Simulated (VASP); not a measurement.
# SnSe2 in VASP: further runs

Runs on SnSe2. Level: PBE. Tasks: single point.

Program: VASP 6.6.1. These are calculated values, not measurements. Logs are shortened: lines on timing, memory, paths and dates and some standing lists are left out, and cuts for length are marked.

### Step 1. The structure

The cell holds a slab with vacuum, 3 atoms: a = 3.811 Å, b = 3.811 Å, c = 7.056 Å, α = 90.00°, β = 90.00°, γ = 120.00°.

### Step 2. Single point, PBE

INCAR

```
PREC = Accurate ; ENCUT = 460
EDIFF = 1E-7 ; ISMEAR = 0
SIGMA = 0.05 ; LREAL = F
LASPH = T ; NELM = 120
ALGO = Normal ; ISIF = 2
LWAVE = F ; LCHARG = F
LDIPOL = T ; IDIPOL = 3
DIPOL = 0.5 0.5 0.500 ; GGA = PE
NBANDS = 24 ; LVHAR = T
LVACPOTAV = T
```

KPOINTS

```
regular mesh
0
Gamma
  9 9 1
```

POSCAR

```
SnSe2
1.0
    3.8110000000      0.0000000000      0.0000000000
   -1.9055000000      3.3004228100      0.0000000000
    0.0000000000      0.0000000000      7.0557280000
Se Sn
2 1
Direct
    0.6666666667      0.3333333333      0.2834576390
    0.3333333333      0.6666666667      0.7165423610
    0.0000000000      0.0000000000      0.5000000000
```

Potentials or basis: VASP PAW PBE potentials, release 64 (Se, Sn_d).

Command:

```console
cat potpaw_PBE.64/Se/POTCAR potpaw_PBE.64/Sn_d/POTCAR > POTCAR
mpirun -np 1 vasp_std > vasp.out
```

OUTCAR:

```text
PREC = Accurate
   ENCUT = 460
   EDIFF = 1E-7
   ISMEAR = 0
   LREAL = F
   LASPH = T
   NELM = 120
   ISIF = 2
   GGA = PE

 Found     12 irreducible k-points:

 Following reciprocal coordinates:
            Coordinates               Weight
  0.000000  0.000000  0.000000      1.000000
  0.111111  0.000000  0.000000      6.000000
  0.222222 -0.000000  0.000000      6.000000
  0.333333  0.000000  0.000000      6.000000
  0.444444 -0.000000  0.000000      6.000000
  0.111111  0.111111  0.000000      6.000000
   k-points           NKPTS =     12   k-points in BZ     NKDIM =     12   number of bands    NBANDS=     24
   number of dos      NEDOS =    301   number of ions     NIONS =      3
   total plane-waves  NPLWV =  39200
   dimension x,y,z NGX =    28 NGY =   28 NGZ =   50
   dimension x,y,z NGXF=    56 NGYF=   56 NGZF=  100
   ions per type =               2   1
   NGX,Y,Z   is equivalent  to a cutoff of  12.21, 12.21, 11.78 a.u.
   NGXF,Y,Z  is equivalent  to a cutoff of  24.43, 24.43, 23.56 a.u.
 SYSTEM =  unknown system
   PREC   = accura    normal or accurate (medium, high low for compatibility)
   ISTART =      0    job   : 0-new  1-cont  2-samecut
   ICHARG =      2    charge: 1-file 2-atom 10-const
   ISPIN  =      1    spin polarized calculation?
   LNONCOLLINEAR =      F non collinear calculations
   LSORBIT =      F    spin-orbit coupling
   LASPH  =      T    aspherical Exc in radial PAW
   ENCUT  =  460.0 eV  33.81 Ry    5.81 a.u.   6.66  6.66 12.34*2*pi/ulx,y,z
   NELM   =    120;   NELMIN=  2; NELMDL= -5     # of ELM steps
   EDIFF  = 0.1E-06   stopping-criterion for ELM
   LREAL  =      F    real-space projection
   EDIFFG = 0.1E-05   stopping-criterion for IOM
   NSW    =      0    number of steps for IOM
   IBRION =     -1    ionic relax: 0-MD 1-quasi-New 2-CG
   NFREE  =      0    steps in history (QN), initial steepest desc. (CG)
   ISIF   =      2    stress and relaxation
   ISYM   =      2    0-nonsym 1-usesym 2-fastsym
   POTIM  = 0.5000    time-step for ionic-motion
   TEBEG  =    0.0;   TEEND  =   0.0 temperature during run
   PSTRESS=    0.0 pullay stress
   NELECT =      26.0000    total number of electrons
   NUPDOWN=      -1.0000    fix difference up-down
   EMIN   =  10.00;   EMAX   =-10.00  energy-range for DOS
   EFERMI =   0.00;   METHOD = LEGACY
   ISMEAR =     0;   SIGMA  =   0.05  broadening in eV -4-tet -1-fermi 0-gaus
   EFERMI_NEDOS =   21; number of points for ismear=-14 and -15
   IALGO  =     38    algorithm
   IMIX   =      4    mixing-type and parameters
     AMIX     =   0.40;   BMIX     =  1.00
     AMIX_MAG =   1.60;   BMIX_MAG =  1.00
  volume/ion in A,a.u.               =      29.58       199.63
  Fermi-wavevector in a.u.,A,eV,Ry     =   1.087299  2.054698 16.085080  1.182220
  Thomas-Fermi vector in A             =   2.223456
   LORBIT       =      0    0 simple, 1 ext, 2 COOP (PROOUT), +10 PAW based schemes
   GGA     = PE    functional components
   LHFCALC =     F    Hartree Fock is set to
   AEXX    =    0.0000 exact exchange contribution
   IVDW    =     0    specifies the selected vdW correction
   LEPSILON=     F    determine dielectric tensor
   LRPA    =     F    only Hartree local field effects (RPA)
 non-spin polarized calculation
 Gauss-broadening in eV      SIGMA  =   0.05
  energy-cutoff  :      460.00
  volume of cell :       88.75
 maximum number of plane-waves:      2001
 NGX is ok and might be reduce to    28
   NGX = 13   NGY = 13   NGZ = 25

 number of electron      26.0000009 magnetization

 dipolmoment           0.000000      0.000000     -0.000000 electrons x Angstroem

 Free energy of the ion-electron system (eV)
  ---------------------------------------------------
  ext. energy  EPLUGINS =         0.00000000
  ---------------------------------------------------
  free energy    TOTEN  =       -11.78152816 eV

  energy without entropy =      -11.78152816  energy(sigma->0) =      -11.78152816

 E-fermi :   2.9525     XC(G=0):  -8.5957

 val. band max:        2.6779611274   @ k =   0.1111   0.0000   0.0000
 cond. band min:       3.7819690976   @ k =   0.4444  -0.0000   0.0000
 fundamental gap:      1.1040079702
 Fermi energy:         2.9525059570

 k-point     1 :       0.0000    0.0000    0.0000
  band No.  band energies     occupation
      1     -18.4373      2.00000
      2     -18.4373      2.00000
      3     -18.3978      2.00000
      4     -18.3832      2.00000
      5     -18.3832      2.00000
      6     -11.0604      2.00000
[... 16 lines left out ...]
     23      14.1828      0.00000
     24      14.1828      0.00000

 k-point     2 :       0.1111    0.0000    0.0000
  band No.  band energies     occupation
      1     -18.4436      2.00000
      2     -18.4331      2.00000
      3     -18.3943      2.00000
      4     -18.3858      2.00000
      5     -18.3822      2.00000
      6     -10.9371      2.00000
[... 16 lines left out ...]
     23      13.7577      0.00000
     24      14.1104      0.00000

 k-point     3 :       0.2222   -0.0000    0.0000
  band No.  band energies     occupation
      1     -18.4610      2.00000
      2     -18.4246      2.00000
      3     -18.3946      2.00000
      4     -18.3818      2.00000
      5     -18.3776      2.00000
      6     -10.5817      2.00000
[... 16 lines left out ...]
     23      14.1032      0.00000
     24      14.5529      0.00000

 k-point     4 :       0.3333    0.0000    0.0000
  band No.  band energies     occupation
      1     -18.4822      2.00000
      2     -18.4192      2.00000
      3     -18.4012      2.00000
      4     -18.3696      2.00000
      5     -18.3679      2.00000
      6     -10.0546      2.00000
[... 16 lines left out ...]
     23      14.5295      0.00000
     24      15.3930      0.00000

 k-point     5 :       0.4444   -0.0000    0.0000
  band No.  band energies     occupation
      1     -18.4962      2.00000
      2     -18.4178      2.00000
      3     -18.4054      2.00000
      4     -18.3614      2.00000
      5     -18.3594      2.00000
      6      -9.5317      2.00000
[... 16 lines left out ...]
     23      15.1500      0.00000
     24      15.8149      0.00000

 k-point     6 :       0.1111    0.1111    0.0000
  band No.  band energies     occupation
      1     -18.4538      2.00000
      2     -18.4288      2.00000
      3     -18.3898      2.00000
      4     -18.3890      2.00000
      5     -18.3781      2.00000
      6     -10.6972      2.00000
[... 16 lines left out ...]
     23      13.2536      0.00000
     24      15.0985      0.00000

 [... further k-points ...]

------------------------ aborting loop because EDIFF is reached ----------------------------------------

  FORCE on cell =-STRESS in cart. coord.  units (eV):
  Direction    XX          YY          ZZ          XY          YZ          ZX
  --------------------------------------------------------------------------------------
  -------------------------------------------------------------------------------------
  Total        2.2798354      2.2798354      2.4231960      0.0000000      0.0000000      0.0000000
  in kB       41.1588962     41.1588961     43.7470495      0.0000000      0.0000000      0.0000000
  external PRESSURE =      42.0216139 kB  Pullay stress =       0.0000000 kB

 VOLUME and BASIS-vectors are now :
 -----------------------------------------------------------------------------
  energy-cutoff  :      460.00
  volume of cell :       88.75
      direct lattice vectors                 reciprocal lattice vectors
     3.811000000  0.000000000  0.000000000     0.262398321  0.151495741  0.000000000
    -1.905500000  3.300422810  0.000000000     0.000000000  0.302991482  0.000000000
     0.000000000  0.000000000  7.055728000     0.000000000  0.000000000  0.141728819

 POSITION                                       TOTAL-FORCE (eV/Angst)
 -----------------------------------------------------------------------------------
      1.90550      1.10014      2.00000        -0.000000      0.000000     -0.934944
     -0.00000      2.20028      5.05573         0.000000     -0.000000      0.934944
      0.00000      0.00000      3.52786         0.000000      0.000000     -0.000000
 -----------------------------------------------------------------------------------
    total drift:                               -0.000000      0.000000     -0.000000

  FREE ENERGIE OF THE ION-ELECTRON SYSTEM (eV)
  ---------------------------------------------------
  free  energy   TOTEN  =       -11.7815281603 eV

  energy  without entropy=      -11.7815281603  energy(sigma->0) =      -11.78152816
```

Wall time 15 s (1 thread of Intel Xeon 6975P-C (Granite Rapids), shared host); peak memory 0.18 GiB.

The run converged, but some of its settings lie outside the range that counts as converged, so its numbers aren't taken as properties of the slab.

What came out:

| Quantity | Value |
| --- | --- |
| Free energy | -11.7815 eV |
| Largest force | 0.935 eV/Å |
| Band gap on the k mesh | 1.10 eV, indirect (least direct gap 1.35 eV) |

Caveat: spin-orbit coupling is left out, which moves the levels of the heavy elements.

[end of part 1 of 2]
